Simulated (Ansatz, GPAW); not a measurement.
**C2 in line between two Ag chains: relaxation, then transmission at several levels**

Wanted: T(E) of C2 in line between two Ag chains at a relaxed geometry in two programs, beside the unrelaxed structure.

Calculated with GPAW 26.7.0 and Ansatz 0.2.0; Ansatz plane waves; relaxation of the junction with the lead ends held, in the first sound run; inputs show where later runs differ.

Report form: the programs' logs are mostly left out.

### Step 1. Set-up

The cell holds 16 atoms: 14 Ag and 2 C. Cell: a = 9.000 Å, b = 9.000 Å, c = 39.648 Å, α = 90.0°, β = 90.0°, γ = 90.0°. Regions: left lead, 7 atoms (7 Ag); channel, 2 atoms (2 C); right lead, 7 atoms (7 Ag). Vacuum lies along a and b. The structure is stacked along c, and the current runs across the ab planes.

### Step 2. Relaxation

Transmission follows bond lengths closely, so the atoms between the held lead ends are relaxed first, from a slightly shaken start that lets symmetry break.

File input.yaml:

```yaml
crystal:
  lattice:
    - [9.0, 0.0, 0.0]
    - [0.0, 9.0, 0.0]
    - [0.0, 0.0, 39.6484]
  atoms:
    - { symbol: Ag, position: [0.5, 0.5, 0.0335448593] }
    - { symbol: Ag, position: [0.5, 0.5, 0.1006345779] }
    - { symbol: Ag, position: [0.5, 0.5, 0.1677242966] }
    - { symbol: Ag, position: [0.5, 0.5, 0.2348140152] }
    - { symbol: Ag, position: [0.5, 0.5, 0.3019037338] }
    - { symbol: Ag, position: [0.4980175877, 0.5021026116, 0.3697798807] }
    - { symbol: Ag, position: [0.5034364058, 0.506059487, 0.4357917172] }
    - { symbol: C, position: [0.501813924, 0.4987792611, 0.4832844338] }
    - { symbol: C, position: [0.4976538029, 0.5004538745, 0.5149449854] }
    - { symbol: Ag, position: [0.4993617633, 0.5037341669, 0.5643484617] }
    - { symbol: Ag, position: [0.5019078122, 0.5011504081, 0.630873925] }
    - { symbol: Ag, position: [0.5, 0.5, 0.6980962662] }
    - { symbol: Ag, position: [0.5, 0.5, 0.7651859848] }
    - { symbol: Ag, position: [0.5, 0.5, 0.8322757034] }
    - { symbol: Ag, position: [0.5, 0.5, 0.8993654221] }
    - { symbol: Ag, position: [0.5, 0.5, 0.9664551407] }
kpoints:
  mp_grid: { grid: [1, 1, 2] }
hamiltonian:
  xc: pbe
scf:
  occupations: { method: fermi_dirac, width: 0.1 }
relax:
  f_tol: 0.03
  max_steps: 80
  constraints: [{ sites: [0, 1, 2, 3, 4, 11, 12, 13, 14, 15] }]
```

Command:

```sh
ansatz run input.yaml --threads 4 --pin off --max-ram 8192MiB --backend cpu --events-out ev --progress --plain --runs-dir out
```

It took 2.6 min on 4 threads of Arm Neoverse V1, shared host; peak memory 4.5 GiB.

Relaxation path:

| step | energy less that of the first step (eV) | largest force component (eV/Å) |
| --- | --- | --- |
| 1 | 0.0000 | 2.3144 |
| 2 | -0.1203 | 0.9415 |
| 3 | -0.1989 | 0.1661 |
| 4 | -0.2929 | 0.1783 |
| 5 | -0.3793 | 0.1379 |
| 6 | -0.4091 | 0.1873 |
| 7 | -0.4115 | 0.0114 |
| 8 | -0.4115 | 0.0115 |
| 9 | -0.4122 | 0.0347 |
| 10 | -0.4124 | 0.0089 |
| 11 | -0.4124 | 0.0095 |

The atoms that moved most (Å):

| atom | dx | dy | dz | length |
| --- | --- | --- | --- | --- |
| Ag6 | -0.553 | -0.448 | -0.080 | 0.716 |
| Ag11 | 0.457 | -0.547 | 0.054 | 0.715 |
| Ag10 | -0.209 | 0.189 | 0.087 | 0.294 |
| Ag7 | 0.236 | 0.106 | -0.091 | 0.274 |
| C8 | 0.053 | 0.058 | 0.041 | 0.089 |
| C9 | -0.028 | 0.058 | 0.031 | 0.072 |

This step gave:

```
free energy         : -106746.3901 eV
smearing term TS    : 0.2675 eV
symmetry operations : 1
```

The relaxation lowered the energy of the cell by 0.412 eV.

### Step 3. Plane waves, PBE

Plane waves give the reference curve, free of the bias of atom-centred orbitals.

This step: Ansatz plane waves; Landauer transmission by layers, zero bias (Ansatz 0.2.0).

File input.yaml:

```yaml
crystal:
  lattice:
    - [9.0, 0.0, 0.0]
    - [0.0, 9.0, 0.0]
    - [0.0, 0.0, 39.6484]
  atoms:
    - { symbol: Ag, position: [0.5, 0.5, 0.0335448593] }
    - { symbol: Ag, position: [0.5, 0.5, 0.1006345779] }
    - { symbol: Ag, position: [0.5, 0.5, 0.1677242966] }
    - { symbol: Ag, position: [0.5, 0.5, 0.2348140152] }
    - { symbol: Ag, position: [0.5, 0.5, 0.3019037338] }
    - { symbol: Ag, position: [0.4365958712, 0.4523312127, 0.3677720821] }
    - { symbol: Ag, position: [0.5296034652, 0.5178056545, 0.4334958518] }
    - { symbol: C, position: [0.5077582178, 0.505245873, 0.4843177402] }
    - { symbol: C, position: [0.4945142793, 0.5069232043, 0.5157377223] }
    - { symbol: Ag, position: [0.4761727533, 0.5247181174, 0.5665302489] }
    - { symbol: Ag, position: [0.5526801303, 0.4403501096, 0.6322450735] }
    - { symbol: Ag, position: [0.5, 0.5, 0.6980962662] }
    - { symbol: Ag, position: [0.5, 0.5, 0.7651859848] }
    - { symbol: Ag, position: [0.5, 0.5, 0.8322757034] }
    - { symbol: Ag, position: [0.5, 0.5, 0.8993654221] }
    - { symbol: Ag, position: [0.5, 0.5, 0.9664551407] }
kpoints:
  mp_grid: { grid: [1, 1, 2] }
hamiltonian:
  xc: pbe
scf:
  occupations: { method: fermi_dirac, width: 0.1 }
output:
  transmission:
    leads: [[0, 1]]
    e_range: [-2, 2]
    de: 0.025
    kmesh: [1, 1]
    reduced_basis: true
  write_potential: true
  write_density: true
  volumetric_format: npy
  elf: true
```

It took 1.8 min on 4 threads; peak memory 4.7 GiB.

Numbers from this step:

```
free energy                                             : -106746.3902 eV
lead level                                              : 0 eV from the Fermi level
transmission at the Fermi level (one spin)              : 0.1168
open channels of the lead at the Fermi level (one spin) : 1
step of the potential along the lead                    : 4.7 meV
offset of the lead                                      : 0 Å
filling of the lead less its bulk value, in size        : 17.1 meV
conductance                                             : 0.1160 G₀
```

One spin. Table of transmission, zone mean by energy, zero at the Fermi level:

energy (eV), transmission, zone mean and a bar:
```
   -2.000      0.008 
   -1.900      0.001 
   -1.800      0.001 
   -1.700      0.000 
   -1.600      0.000 
   -1.500      0.000 
   -1.400      0.000 
   -1.300      0.000 
   -1.200      0.000 
   -1.100      0.000 
   -1.000      0.021 #
   -0.900      0.181 #####
   -0.800      0.877 ###########################
   -0.750      0.988 ##############################
   -0.700      0.813 #########################
   -0.600      0.488 ###############
   -0.500      0.350 ###########
   -0.400      0.337 ##########
   -0.325      0.486 ###############
   -0.300      0.051 ##
   -0.200      0.106 ###
   -0.100      0.123 ####
    0.000      0.117 ####
    0.100      0.104 ###
    0.200      0.091 ###
    0.300      0.080 ##
    0.400      0.071 ##
    0.500      0.065 ##
    0.600      0.060 ##
    0.700      0.057 ##
    0.800      0.055 ##
    0.900      0.053 ##
    1.000      0.052 ##
    1.100      0.052 ##
    1.200      0.052 ##
    1.300      0.052 ##
    1.400      0.053 ##
    1.500      0.054 ##
    1.600      0.056 ##
    1.700      0.059 ##
    1.800      0.062 ##
    1.900      0.067 ##
    2.000      0.072 ##
```

One spin. The open channels, zone mean by energy, zero at the Fermi level:

| energy (eV) | open channels, zone mean |
| --- | --- |
| -2.000 | 3 |
| -1.900 | 1 |
| -1.800 | 1 |
| -1.700 | 0 |
| -1.600 | 0 |
| -1.500 | 0 |
| -1.400 | 0 |
| -1.300 | 0 |
| -1.200 | 0 |
| -1.100 | 1 |
| -1.000 | 1 |
| -0.900 | 1 |
| -0.800 | 1 |
| -0.700 | 1 |
| -0.600 | 1 |
| -0.500 | 1 |
| -0.400 | 1 |
| -0.300 | 1 |
| -0.200 | 1 |
| -0.100 | 1 |
| 0.000 | 1 |
| 0.100 | 1 |
| 0.200 | 1 |
| 0.300 | 1 |
| 0.400 | 1 |
| 0.500 | 1 |
| 0.600 | 1 |
| 0.700 | 1 |
| 0.800 | 1 |
| 0.900 | 1 |
| 1.000 | 1 |
| 1.100 | 1 |
| 1.200 | 1 |
| 1.300 | 1 |
| 1.400 | 1 |
| 1.500 | 1 |
| 1.600 | 1 |
| 1.700 | 1 |
| 1.800 | 1 |
| 1.900 | 1 |
| 2.000 | 1 |

Crystal 0, spin -, k parallel (0, 0); distinct values, listed up to 1.5 1/Å. Im kz of the slowest decaying states against energy, zero at the Fermi level:

| energy (eV) | decay 1 (Å⁻¹) | decay 2 (Å⁻¹) | decay 3 (Å⁻¹) | decay 4 (Å⁻¹) |
| --- | --- | --- | --- | --- |
| -2.0000 | 0.583 | 0.776 | 1.34 | 1.35 |
| -1.7500 | 0.0554 | 0.222 | 0.222 | 0.492 |
| -1.5000 | 0.252 | 0.314 | 0.314 | 0.382 |
| -1.2500 | 0.227 | 0.353 | 0.374 | 1.04 |
| -1.0000 | 0.417 | 0.431 | 1.09 | 1.09 |
| -0.7500 | 0.449 | 0.497 | 1.14 | 1.14 |
| -0.5000 | 0.472 | 0.553 | 1.18 | 1.18 |
| -0.2500 | 0.489 | 0.603 | 1.15 | 1.19 |
| 0.0000 | 0.500 | 0.646 | 1.12 | 1.17 |
| 0.2500 | 0.506 | 0.685 | 1.09 | 1.15 |
| 0.5000 | 0.507 | 0.719 | 1.05 | 1.12 |
| 0.7500 | 0.503 | 0.749 | 1.02 | 1.10 |
| 1.0000 | 0.494 | 0.776 | 0.987 | 1.08 |
| 1.2500 | 0.481 | 0.800 | 0.952 | 1.06 |
| 1.5000 | 0.462 | 0.821 | 0.915 | 1.03 |
| 1.7500 | 0.438 | 0.841 | 0.877 | 1.01 |
| 2.0000 | 0.407 | 0.837 | 0.858 | 0.979 |

Crystal 0, spin -, k parallel (0, 0). Re kz of states that move upwards against energy, zero at the Fermi level:

| energy (eV) | channel 1 (Å⁻¹) | channel 2 (Å⁻¹) | channel 3 (Å⁻¹) |
| --- | --- | --- | --- |
| -2.000 | -0.0997 | -0.0997 | 0.942 |
| -1.900 | 0.999 | - | - |
| -1.800 | 1.09 | - | - |
| -1.700 | - | - | - |
| -1.600 | - | - | - |
| -1.500 | - | - | - |
| -1.400 | - | - | - |
| -1.300 | - | - | - |
| -1.200 | - | - | - |
| -1.100 | 0.0578 | - | - |
| -1.000 | 0.198 | - | - |
| -0.900 | 0.272 | - | - |
| -0.800 | 0.329 | - | - |
| -0.700 | 0.376 | - | - |
| -0.600 | 0.417 | - | - |
| -0.500 | 0.454 | - | - |
| -0.400 | 0.487 | - | - |
| -0.300 | 0.517 | - | - |
| -0.200 | 0.545 | - | - |
| -0.100 | 0.571 | - | - |
| 0.000 | 0.595 | - | - |
| 0.100 | 0.617 | - | - |
| 0.200 | 0.639 | - | - |
| 0.300 | 0.659 | - | - |
| 0.400 | 0.679 | - | - |
| 0.500 | 0.697 | - | - |
| 0.600 | 0.715 | - | - |
| 0.700 | 0.732 | - | - |
| 0.800 | 0.749 | - | - |
| 0.900 | 0.765 | - | - |
| 1.000 | 0.781 | - | - |
| 1.100 | 0.796 | - | - |
| 1.200 | 0.810 | - | - |
| 1.300 | 0.825 | - | - |
| 1.400 | 0.839 | - | - |
| 1.500 | 0.852 | - | - |
| 1.600 | 0.866 | - | - |
| 1.700 | 0.879 | - | - |
| 1.800 | 0.892 | - | - |
| 1.900 | 0.904 | - | - |
| 2.000 | 0.917 | - | - |

The electrostatic potential energy of an electron (with the applied field's), less the Fermi level, planar mean oscillates, so the rows of the table below give means over windows of 2.64 Å about each position, cut where the curve ends. Its first 14 maxima inside the range that stand out by 2 % of the span (Å: eV): 2.6: 4.84, 5.3: 4.83, 7.9: 4.85, 10.6: 4.83, 13.4: 4.90, 16.0: 4.96, 18.5: 5.71, 19.8: 5.81, 21.1: 5.71, 23.6: 4.95, 26.3: 4.90, 29.1: 4.83, 31.7: 4.85, 34.4: 4.83. Its first 14 minima: 1.3: 3.55, 4.0: 3.55, 6.6: 3.55, 9.3: 3.58, 11.9: 3.59, 14.5: 3.68, 17.0: 4.02, 19.2: 5.09, 20.4: 5.09, 22.6: 4.02, 25.1: 3.68, 27.8: 3.59, 30.4: 3.58, 33.0: 3.55.

Table of electrostatic potential energy of an electron (with the applied field's), less the Fermi level, planar mean by z; means over each step:

z (Å), electrostatic potential energy of an electron (with the applied field's), less the Fermi level, planar mean (eV) and a bar from the least value:
```
     1.32       4.21 #
     3.96       4.22 #
     6.60       4.22 #
     9.24       4.23 #
    11.88       4.24 #
    14.52       4.33 ###
    17.16       4.70 #############
    19.80       5.41 ##############################
    22.44       4.71 #############
    25.08       4.33 ###
    27.72       4.25 #
    30.36       4.23 #
    33.00       4.22 #
    35.64       4.22 #
    38.28       4.19
```

The valence density, planar mean oscillates, so the rows of the table below give means over windows of 2.64 Å about each position, cut where the curve ends. Its first 14 maxima inside the range that stand out by 2 % of the span (Å: e/Å³): 1.3: 0.235, 4.0: 0.235, 6.6: 0.234, 9.3: 0.232, 12.0: 0.231, 14.5: 0.234, 17.2: 0.235, 20.0: 0.0430, 22.5: 0.235, 25.1: 0.234, 27.6: 0.231, 30.4: 0.232, 33.0: 0.234, 35.7: 0.235. Its minima: 2.6: 0.0113, 5.3: 0.0112, 7.9: 0.0114, 10.6: 0.0112, 13.2: 0.0121, 15.9: 0.0105, 18.4: 0.0202, 21.3: 0.0203, 23.8: 0.0105, 26.4: 0.0121, 29.1: 0.0112, 31.7: 0.0114, 34.4: 0.0112, 37.0: 0.0113.

Valence density, planar mean against z; means over each step:

z (Å), valence density, planar mean (e/Å³) and a bar from the least value:
```
     1.32      0.089 ############################
     3.96      0.089 ############################
     6.60      0.089 ############################
     9.24      0.089 ############################
    11.88      0.089 ############################
    14.52      0.089 ############################
    17.16      0.089 #############################
    19.80      0.037 
    22.44      0.090 #############################
    25.08      0.089 ############################
    27.72      0.089 ############################
    30.36      0.089 ############################
    33.00      0.089 ############################
    35.64      0.089 ############################
    38.28      0.092 ##############################
```

Electrostatic potential energy in the ca plane at fractional y = 0.505, with atoms of Ag and C within 0.2 Å of it. With pseudopotentials it is smooth inside the atoms' cores, unlike the true potential.

Values in eV, 13 rows by 16 columns, each cell a mean:
```
  2   2   2   2   2   2   2   2   2   2   2   2   2   2   2   2
  2   2   2   2   2   2   2   2   2   3   3   2   2   2   2   2
  1   1   1   2   2   2   2   2   2   3   3   2   2   2   1   1
  1   1   1   2   2   1   1   1   2   3   3   3   2   1   0   0
  0  -3  -2   1   1   0  -6  -9   1   2   2   2   0   0  -7  -8
 -5 -24 -19  -1  -3  -2 -24 -32 -12 -19 -16  -5 -19  -5 -20 -23
-10 -33 -28  -7 -26  -9 -23 -31 -19 -34 -36 -18 -37 -13 -12 -14
 -3 -16 -13  -8 -32 -10  -5  -7  -2  -5 -11  -9 -28  -7  -1  -1
  1   0   0  -2 -10  -2   1   1   3   3   3   1  -3   0   1   1
  1   1   1   1   0   1   2   2   3   3   3   2   1   1   2   2
  2   2   2   1   1   1   2   2   3   3   3   2   2   2   2   2
  2   2   2   2   2   2   2   2   2   3   2   2   2   2   2   2
  2   2   2   2   2   2   2   2   2   2   2   2   2   2   2   2
```
Columns run along c (16.0 Å, from fractional 0.26 to 0.66 of the cell; values clipped at the 3rd and 97th percentile), rows up along a (9.0 Å). Atoms in or near the plane, at fractional coordinates: Ag at (0.30, 0.50), Ag at (0.43, 0.53), C at (0.48, 0.51), C at (0.52, 0.49), Ag at (0.57, 0.48).

Valence density in the ca plane at fractional y = 0.505, with atoms of Ag and C within 0.2 Å of it. It is the smooth field of the valence electrons, not physical close to the nuclei.

Values in e/Å³, 13 rows by 16 columns, each cell a mean:
```
 0  0  0  0  0  0  0  0  0  0  0  0  0  0  0  0
 0  0  0  0  0  0  0  0  0  0  0  0  0  0  0  0
 0  0  0  0  0  0  0  0  0  0  0  0  0  0  0  0
 0  0  0  0  0  0  0  0  0  0  0  0  0  0  0  0
 0  0  0  0  0  0  0  1  0  0  0  0  0  0  0  1
 0  4  3  0  0  0  4  8  1  1  1  1  2  0  2  3
 1  9  7  0  3  1  4  7  1  2  2  2 12  1  1  1
 0  2  1  1  6  1  0  1  0  1  1  1  5  0  0  0
 0  0  0  0  1  0  0  0  0  0  0  0  0  0  0  0
 0  0  0  0  0  0  0  0  0  0  0  0  0  0  0  0
 0  0  0  0  0  0  0  0  0  0  0  0  0  0  0  0
 0  0  0  0  0  0  0  0  0  0  0  0  0  0  0  0
 0  0  0  0  0  0  0  0  0  0  0  0  0  0  0  0
```
Columns run along c (16.0 Å, from fractional 0.26 to 0.66 of the cell), rows up along a (9.0 Å). Atoms in or near the plane, at fractional coordinates: Ag at (0.30, 0.50), Ag at (0.43, 0.53), C at (0.48, 0.51), C at (0.52, 0.49), Ag at (0.57, 0.48).

ELF in the ca plane at fractional y = 0.505, with atoms of Ag and C within 0.2 Å of it. It is the smooth field of the valence electrons, not physical close to the nuclei.

Ten even steps from '0' (0.00) to '9' (0.82), each cell a mean:
```
00000000000000000000000000000000000000000000
00000000000000000000000000000000000000000000
00000000000000000000000000000000000000000000
00000000000000000000000000000000000000000000
00000000000000000000000000000000000000001111
00000110000000000001110000000000000000011111
11111111111110000111111111211100011000111222
11111211111221000122222234443221111111122222
21122222122222101234322577766542222211123432
21234542222222211356643798998873233321235653
21257763222233211479853986997894356421246653
32368974223454321479854952982694478631235553
32258874224666421356634975993793589741233432
22245653224676421234324888998983477631122222
21223332223565321122223677788862345421122222
11122222222343211112212344555532223210012222
11111111112222111011111112222211122110001111
00011111111111110000000001111000111100000111
00000000111111100000000000000000000000000000
00000000001111000000000000000000000000000000
00000000000000000000000000000000000000000000
00000000000000000000000000000000000000000000
00000000000000000000000000000000000000000000
00000000000000000000000000000000000000000000
```
Columns run along c (16.0 Å, from fractional 0.26 to 0.66 of the cell), rows up along a (9.0 Å). Atoms in or near the plane, at fractional coordinates: Ag at (0.30, 0.50), Ag at (0.43, 0.53), C at (0.48, 0.51), C at (0.52, 0.49), Ag at (0.57, 0.48).

T at the Fermi level is 0.117 of 1 open channels a spin.

[end of part 1 of 3]

[Logs are printed without paths, hosts, clocks, repeated set-up lines and the standing remarks that a program may print on its own settings, such as how far it seeks lower states.]

[Hosts, paths, dates, database ids (printed as entryN), source tags and the programs' standing remarks are cut or masked in the printed files.]
